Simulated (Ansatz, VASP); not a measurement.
# In3Ga13O24 (Ga1.6In0.4O3, monoclinic beta-Ga2O3 type) in two plane-wave programs, part 2 of 3

Aim: how closely do two programs agree when they are given the same cell, functional and k mesh? The cell is invented: As first built, before any earlier steps moved the atoms (in the runner's words): 1x2x2 conventional cells of the Ga2O3 type (80 atoms: 48 O, 26 Ga, 6 In); Ga/In share their sites, the best of 600 random draws by like-pair counts in two shells; start lattice of Ga2O3; atoms moved at random by 0.02 A. It may not be a known or stable phase. Of the first pair: The structure shown is the start of the Ansatz relaxation below; VASP solves that cell, so the two are compared at the walk's first step.

VASP 6.6.1 and Ansatz 0.2.0.

So far: The starting structure; Ansatz: relaxation, PBE.

**3. VASP: single point, PBE, start cell, pair 1**

Level of this step: PBE; plane waves and PAW (O, Ga_d, In_d); invented cell (VASP).

The same cell, functional, mesh and smearing now go to VASP, with its own data sets.

Lines of VASP's logs that name or quote its potential files are left out, and so is its time.

INCAR

```
SYSTEM = In3Ga13O24
PREC = Accurate
ENCUT = 520
EDIFF = 1E-06
NELM = 120
ISMEAR = -1
SIGMA = 0.01
LREAL = Auto
ALGO = Normal
GGA = PE
NBANDS = 408
LORBIT = 11
LWAVE = .FALSE.
LCHARG = .FALSE.
ISIF = 2
ISYM = 0
LASPH = .TRUE.
GGA_COMPAT = .FALSE.
EFERMI = MIDGAP
KPAR = 4
```

POSCAR

```
In3Ga13O24
1.0
   12.2140000000      0.0000000000      0.0000000000
    0.0000000000      6.0742000000      0.0000000000
   -2.7719800000      0.0000000000     11.2600200000
O Ga In
48 26 6
Direct
    0.1651266929      0.9945342597      0.0561899535
    0.3346285307      0.2496131178      0.4426990361
    0.1731692179      0.9994896447      0.2814915071
    0.3282989488      0.2546343551      0.2186319385
    0.4952075581      0.0036548023      0.1269003075
    0.0040539099      0.2507161437      0.3721218968
    0.6632818632      0.2491356887      0.0546269012
    0.8350397157      0.9954068025      0.4450880194
    0.6705495907      0.2486747226      0.2843067774
    0.8270793592      0.0003951138      0.2162163122
    0.9997212774      0.2521155049      0.1261898291
    0.5004617476      0.0024200718      0.3692089357
    0.1644089688      0.0000000000      0.5562778752
    0.3356397356      0.2535642554      0.9435507219
    0.1746203844      0.0027822594      0.7817925723
    0.3266056681      0.2585525666      0.7184978357
    0.4973183540      0.0010865628      0.6264642514
    0.0013820427      0.2483289981      0.8714638162
    0.6672311786      0.2473247506      0.5552210387
    0.8337678631      0.0037535807      0.9490835718
    0.6713142197      0.2413651180      0.7819435489
    0.8263220032      0.0006585229      0.7182580493
    0.9954481532      0.2517368542      0.6280361847
    0.5071303632      0.9955055810      0.8741369909
    0.1640876715      0.4987817326      0.0513231770
    0.3374418692      0.7465180600      0.4447416612
    0.1733984631      0.5000493892      0.2814915071
    0.3271515836      0.7493826348      0.2183743901
    0.4951178595      0.4968061638      0.1262164721
    0.0026690988      0.7449376050      0.3712870847
    0.6655405058      0.7518356327      0.0578329346
    0.8344007022      0.5021072734      0.4440400639
    0.6722245337      0.7462875770      0.2818023414
    0.8271467616      0.4977280959      0.2168379807
    0.9969099630      0.7467485430      0.1299642452
    0.5036497544      0.5042145468      0.3741289980
    0.1631487195      0.5062724309      0.5549457283
    0.3356007294      0.7527081756      0.9453269177
    0.1758545566      0.5020249580      0.7829737425
    0.3268379433      0.7472753614      0.7187997890
    0.4946496162      0.4978927266      0.6298567853
    0.0070519937      0.7530868262      0.8731423212
    0.6649187637      0.7536136446      0.5579830231
    0.8368129676      0.4990286787      0.9457620857
    0.6755181303      0.7495966547      0.7779559894
    0.8263055302      0.4996707385      0.7194481004
    0.9981424225      0.7519673373      0.6284358287
    0.5002864341      0.5076717922      0.8652293690
    0.0885804384      0.0023048303      0.3969442328
    0.4089369323      0.2491850779      0.1044580738
    0.1587509929      0.2544861875      0.1578238760
    0.3403967819      0.0027164071      0.3432587153
    0.5905688190      0.2470284153      0.3966866844
    0.9072885134      0.9941720720      0.1046623363
    0.6582894326      0.9970201837      0.1557901318
    0.8435094941      0.2489545948      0.3439869556
    0.0914013642      0.0062065786      0.8953802924
    0.4104397388      0.2522801357      0.6046259243
    0.1593016786      0.2484607026      0.6580894172
    0.3401711465      0.9987981956      0.8419434424
    0.5919014703      0.2491850779      0.8975117273
    0.9095933158      0.0071449738      0.6055140222
    0.6571295795      0.9989134372      0.6553007899
    0.0914900675      0.5001152415      0.3960561349
    0.4119526079      0.7490862994      0.1030992840
    0.3409866448      0.4983866188      0.3431521436
    0.6565634886      0.5000164631      0.1588274266
    0.0916806494      0.5018438642      0.8968634159
    0.4105072129      0.7537618123      0.6029030144
    0.1597603742      0.7454808864      0.6615174751
    0.3397784185      0.5049553851      0.8424496582
    0.5891194329      0.7474564552      0.8982044437
    0.6590666371      0.4966250700      0.6579917265
    0.8425776615      0.7510783313      0.8450073801
    0.8414229448      0.2453162556      0.8427693734
    0.1583203765      0.7552599519      0.1539784121
    0.5948590580      0.7524941556      0.4001502662
    0.9118772819      0.4993579401      0.1029838313
    0.8445771669      0.7482466827      0.3459496520
    0.9131212357      0.4990945310      0.6028408475
```

KPOINTS

```
Points of the shifted mesh
12
Reciprocal
 0.2500000000  0.0000000000  0.2500000000 1
 0.2500000000  0.0000000000  0.7500000000 1
 0.2500000000  0.3333333333  0.2500000000 1
 0.2500000000  0.3333333333  0.7500000000 1
 0.2500000000  0.6666666667  0.2500000000 1
 0.2500000000  0.6666666667  0.7500000000 1
 0.7500000000  0.0000000000  0.2500000000 1
 0.7500000000  0.0000000000  0.7500000000 1
 0.7500000000  0.3333333333  0.2500000000 1
 0.7500000000  0.3333333333  0.7500000000 1
 0.7500000000  0.6666666667  0.2500000000 1
 0.7500000000  0.6666666667  0.7500000000 1
```

PAW data sets: O, Ga_d and In_d (PBE family, release 64).

On the command line:

```console
$ mpirun -np 8 vasp_std
```

Numbers of over 12 decimals in the logs are rounded to 6 here.

What it wrote:

```text
[banner, memory and clock lines left out]
running    8 mpi-ranks, on    1 nodes
[...]
|                                                                             |
|           W    W    AA    RRRRR   N    N  II  N    N   GGGG   !!!           |
|           W    W   A  A   R    R  NN   N  II  NN   N  G    G  !!!           |
|           W    W  A    A  R    R  N N  N  II  N N  N  G       !!!           |
|           W WW W  AAAAAA  RRRRR   N  N N  II  N  N N  G  GGG   !            |
|           WW  WW  A    A  R   R   N   NN  II  N   NN  G    G                |
|           W    W  A    A  R    R  N    N  II  N    N   GGGG   !!!           |
|                                                                             |
|     For optimal performance we recommend to set                             |
|       NCORE = 2 up to number-of-cores-per-socket                            |
|     NCORE specifies how many cores store one orbital (NPAR=cpu/NCORE).      |
|     This setting can greatly improve the performance of VASP for DFT.       |
|     The default, NCORE=1 might be grossly inefficient on modern             |
|     multi-core architectures or massively parallel machines. Do your        |
|     Unfortunately you need to use the default for GW and RPA                |
|     calculations (for HF NCORE is supported but not extensively tested      |
|     yet).                                                                   |
|                                                                             |

 LDA part: xc-table for (Slater+PW92), standard interpolation
 POSCAR, INCAR and KPOINTS ok, starting setup
[...]
entering main loop
       N       E                     dE             d eps       ncg     rms          rms(c)
DAV:   1     0.162333185968E+05    0.16233E+05   -0.24172E+05  9792   0.311E+03
DAV:   2     0.383338180590E+04   -0.12400E+05   -0.11726E+05  9792   0.948E+02
DAV:   3     0.705063247250E+02   -0.37629E+04   -0.35525E+04 11928   0.372E+02
DAV:   4    -0.480152140600E+03   -0.55066E+03   -0.53718E+03 11600   0.150E+02
[...]
DAV:  30    -0.453802082182E+03    0.11664E-03   -0.56372E-04 15520   0.309E-01    0.289E-02
DAV:  31    -0.453802109821E+03   -0.27638E-04   -0.26082E-04 10680   0.443E-02    0.269E-02
DAV:  32    -0.453802110570E+03   -0.74905E-06   -0.97038E-06  9808   0.963E-03
   1 F= -.45380211E+03 E0= -.45380211E+03  d E =0.000000E+00
```

From OUTCAR (step 3):

```text
  FREE ENERGIE OF THE ION-ELECTRON SYSTEM (eV)
  ---------------------------------------------------
  free  energy   TOTEN  =      -453.8021105697 eV

  energy  without entropy=     -453.8021105697  energy(sigma->0) =     -453.80211057

[... 1 further part left out ...]
```

The run ends at a pressure of 27.15 GPa, with forces up to 7.3 eV/Å.

**4. Differences**

Known differences besides the potentials themselves: the cutoff is 420 eV in Ansatz and 520 eV in VASP (PREC = Accurate, projectors in real space). Total energies have different zeros and are not compared.

Forces on 9 of the 80 atoms, those with the largest forces and the largest differences (eV/Å; atoms numbered as in POSCAR):

```
atom         Ansatz x, y, z           VASP x, y, z
  O1   1.183, 4.975, -4.028   1.200, 4.991, -4.051
 O11   2.515, -5.726, 0.837   2.510, -5.718, 0.841
 O23   4.326, -5.779, 1.331   4.291, -5.743, 1.326
 O25  0.761, -2.452, -1.222  0.782, -2.466, -1.263
 O33   1.901, 0.159, -4.966   1.878, 0.165, -4.968
 O35   -0.365, 5.695, 0.515   -0.400, 5.676, 0.519
 O43   1.502, -0.496, 5.084   1.518, -0.498, 5.050
 O47    2.499, 5.007, 0.840    2.500, 5.005, 0.846
In80   -3.095, 1.739, 0.040   -3.046, 1.682, 0.053
```

The forces differ by 14 meV/Å r.m.s., which is 0.9 % of the r.m.s. force of 1.560 eV/Å (both taken over all components). VASP's last cycles still show a density residual of 3e-03, so its state may not be settled.

**5. Ansatz: relaxation, PBE**

This run makes the geometry at which the two programs are then compared. The cell compared in this pair holds 928.79 Å³, against 835.38 Å³ for the pair before.

The structure compared here is the end of the Ansatz relaxation.

input.yaml

```yaml
crystal:
  lattice:
    - [12.214, 0.0, 0.0]
    - [0.0, 6.0742, 0.0]
    - [-2.77198, 0.0, 11.26002]
  atoms:
    - { symbol: O, position: [0.16513, 0.99453, 0.05619] }
    - { symbol: O, position: [0.33463, 0.24961, 0.4427] }
    - { symbol: O, position: [0.17317, 0.99949, 0.28149] }
    - { symbol: O, position: [0.3283, 0.25463, 0.21863] }
    - { symbol: O, position: [0.49521, 0.00366, 0.1269] }
    - { symbol: O, position: [0.00405, 0.25071, 0.37212] }
    - { symbol: O, position: [0.66328, 0.24913, 0.05463] }
    - { symbol: O, position: [0.83504, 0.9954, 0.44509] }
    - { symbol: O, position: [0.67055, 0.24867, 0.28431] }
    - { symbol: O, position: [0.82708, 0.0004, 0.21622] }
    - { symbol: O, position: [0.99972, 0.25212, 0.12619] }
    - { symbol: O, position: [0.50046, 0.00242, 0.36921] }
    - { symbol: O, position: [0.16441, 1.0, 0.55628] }
    - { symbol: O, position: [0.33564, 0.25356, 0.94355] }
    - { symbol: O, position: [0.17462, 0.00279, 0.78179] }
    - { symbol: O, position: [0.32661, 0.25856, 0.7185] }
    - { symbol: O, position: [0.49732, 0.00109, 0.62646] }
    - { symbol: O, position: [0.00138, 0.24833, 0.87146] }
    - { symbol: O, position: [0.66723, 0.24733, 0.55522] }
    - { symbol: O, position: [0.83377, 0.00376, 0.94908] }
    - { symbol: O, position: [0.67131, 0.24136, 0.78194] }
    - { symbol: O, position: [0.82632, 0.00066, 0.71826] }
    - { symbol: O, position: [0.99545, 0.25174, 0.62804] }
    - { symbol: O, position: [0.50713, 0.9955, 0.87414] }
    - { symbol: O, position: [0.16409, 0.49878, 0.05132] }
    - { symbol: O, position: [0.33744, 0.74652, 0.44474] }
    - { symbol: O, position: [0.1734, 0.50005, 0.28149] }
    - { symbol: O, position: [0.32715, 0.74939, 0.21837] }
    - { symbol: O, position: [0.49512, 0.49681, 0.12622] }
    - { symbol: O, position: [0.00267, 0.74494, 0.37129] }
    - { symbol: O, position: [0.66554, 0.75184, 0.05783] }
    - { symbol: O, position: [0.8344, 0.50211, 0.44404] }
    - { symbol: O, position: [0.67222, 0.74628, 0.2818] }
    - { symbol: O, position: [0.82715, 0.49773, 0.21684] }
    - { symbol: O, position: [0.99691, 0.74675, 0.12996] }
    - { symbol: O, position: [0.50365, 0.50422, 0.37413] }
    - { symbol: O, position: [0.16315, 0.50628, 0.55495] }
    - { symbol: O, position: [0.3356, 0.75271, 0.94533] }
    - { symbol: O, position: [0.17585, 0.50202, 0.78297] }
    - { symbol: O, position: [0.32684, 0.74727, 0.7188] }
    - { symbol: O, position: [0.49465, 0.4979, 0.62986] }
    - { symbol: O, position: [0.00705, 0.75309, 0.87314] }
    - { symbol: O, position: [0.66492, 0.75361, 0.55798] }
    - { symbol: O, position: [0.83681, 0.49903, 0.94576] }
    - { symbol: O, position: [0.67552, 0.7496, 0.77796] }
    - { symbol: O, position: [0.82631, 0.49967, 0.71945] }
    - { symbol: O, position: [0.99814, 0.75196, 0.62844] }
    - { symbol: O, position: [0.50029, 0.50767, 0.86523] }
    - { symbol: Ga, position: [0.08858, 0.00231, 0.39694] }
    - { symbol: Ga, position: [0.40894, 0.24919, 0.10446] }
    - { symbol: Ga, position: [0.15875, 0.25448, 0.15782] }
    - { symbol: Ga, position: [0.3404, 0.00272, 0.34326] }
    - { symbol: Ga, position: [0.59057, 0.24703, 0.39669] }
    - { symbol: Ga, position: [0.90729, 0.99418, 0.10466] }
    - { symbol: Ga, position: [0.65829, 0.99702, 0.15579] }
    - { symbol: Ga, position: [0.84351, 0.24896, 0.34399] }
    - { symbol: Ga, position: [0.0914, 0.0062, 0.89538] }
    - { symbol: Ga, position: [0.41044, 0.25228, 0.60463] }
    - { symbol: Ga, position: [0.1593, 0.24846, 0.65809] }
    - { symbol: Ga, position: [0.34017, 0.9988, 0.84194] }
    - { symbol: Ga, position: [0.5919, 0.24919, 0.89751] }
    - { symbol: Ga, position: [0.90959, 0.00714, 0.60551] }
    - { symbol: Ga, position: [0.65713, 0.99892, 0.6553] }
    - { symbol: Ga, position: [0.09149, 0.50012, 0.39606] }
    - { symbol: Ga, position: [0.41195, 0.74909, 0.1031] }
    - { symbol: Ga, position: [0.34099, 0.49839, 0.34315] }
    - { symbol: Ga, position: [0.65656, 0.50001, 0.15883] }
    - { symbol: Ga, position: [0.09168, 0.50184, 0.89686] }
    - { symbol: Ga, position: [0.41051, 0.75376, 0.6029] }
    - { symbol: Ga, position: [0.15976, 0.74548, 0.66152] }
    - { symbol: Ga, position: [0.33978, 0.50495, 0.84245] }
    - { symbol: Ga, position: [0.58912, 0.74746, 0.8982] }
    - { symbol: Ga, position: [0.65907, 0.49662, 0.65799] }
    - { symbol: Ga, position: [0.84258, 0.75108, 0.84501] }
    - { symbol: In, position: [0.84142, 0.24532, 0.84277] }
    - { symbol: In, position: [0.15832, 0.75526, 0.15398] }
    - { symbol: In, position: [0.59486, 0.7525, 0.40015] }
    - { symbol: In, position: [0.91188, 0.49935, 0.10298] }
    - { symbol: In, position: [0.84458, 0.74824, 0.34595] }
    - { symbol: In, position: [0.91312, 0.4991, 0.60284] }
kpoints:
  mp_grid: { grid: [2, 3, 2], shift: [0.5, 0.0, 0.5] }
hamiltonian:
  xc: pbe
scf:
  occupations: { method: fermi_dirac, width: 0.01 }
output:
  forces: true
  stress: true
relax:
  f_tol: 0.02
  max_steps: 45
  cell: { stress_tol: 0.1 }
```

On the command line:

```console
$ ansatz run input.yaml --threads 8 --pin off --max-ram 15360MiB --backend cpu --events-out ev --progress --plain --runs-dir out
```

What it wrote:

```text
[...]
Crystal: 80 atoms, lattice volume = 835.384 Å³
Basis set: ecut = 420 eV, 16313 PW (Γ), exchange–correlation on 180×90×160 points (8 copies of the dense FFT grid, shifted against one another)
Bands: 432, of which v1, the nominal top of the filled ones, is band 352 counted from 1 (351 counted from 0)
Symmetry: 1 space group operations
[...]
k-points: 6 of 12 (time reversal used)
[...]
- { symbol: Ga, position: [0.342975, 0.502355, 0.844355] }
    - { symbol: Ga, position: [0.587544, 0.753647, 0.895453] }
    - { symbol: Ga, position: [0.651772, 0.500189, 0.658149] }
    - { symbol: Ga, position: [0.838047, 0.752201, 0.838768] }
    - { symbol: In, position: [0.839706, 0.247218, 0.838818] }
    - { symbol: In, position: [0.164226, 0.752140, 0.160332] }
    - { symbol: In, position: [0.586044, 0.748034, 0.394301] }
    - { symbol: In, position: [0.911846, 0.491250, 0.100239] }
    - { symbol: In, position: [0.845091, 0.753911, 0.336183] }
    - { symbol: In, position: [0.914528, 0.499546, 0.601999] }
[key lines of the parts left out:]
P = ⅓ Tr σ = 0.0037 GPa (0.037 kbar)
```

(Continued in part 3 of 3.)

[Lines on the potential files, build, host, timing and source positions are cut from VASP's logs without a mark.]

[Logs are printed without paths, hosts, clocks, repeated set-up lines and the standing remarks that a program may print on its own settings, such as how far it seeks lower states.]

[Hosts, paths, dates, database ids (printed as entryN), source tags and the programs' standing remarks are cut or masked in the printed files.]
